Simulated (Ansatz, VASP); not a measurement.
## C: VASP beside Ansatz

```
CELL_PARAMETERS angstrom
2.46567 0.00000 0.00000
-1.23283 2.13533 0.00000
0.00000 0.00000 17.50007
ATOMIC_POSITIONS crystal
C 0.66667 0.33333 0.25714
C 0.33333 0.66667 0.25714
C 0.66667 0.66667 0.43200
C 0.00000 0.33333 0.43200
```

Alike in both runs: task single point; functional PBE; dispersion D3(BJ); k mesh 15 × 15 × 1; occupations gaussian, width 0.1 eV; no spin polarisation.

```csv
,VASP,Ansatz
version,VASP 6.6.1,Ansatz 0.2.0
potentials or method,"VASP PAW PBE potentials, release 64 (C)","scalar-relativistic, plane waves, PAW"
plane-wave cutoff (eV),520,420
valence electrons in the cell,16,16
```

```csv
,VASP,Ansatz,Ansatz less VASP
gap on the k mesh at the Fermi level (eV),0.64,0.64,0.000
least direct gap on the mesh (eV),0.64,0.64,0.000
rms of the force components (eV/Å),0.080,0.079,-0.0001
```

Atom by atom the forces differ by 0.000 eV/Å (rms over components). Ansatz warned: «structure_snapped_to_symmetry».
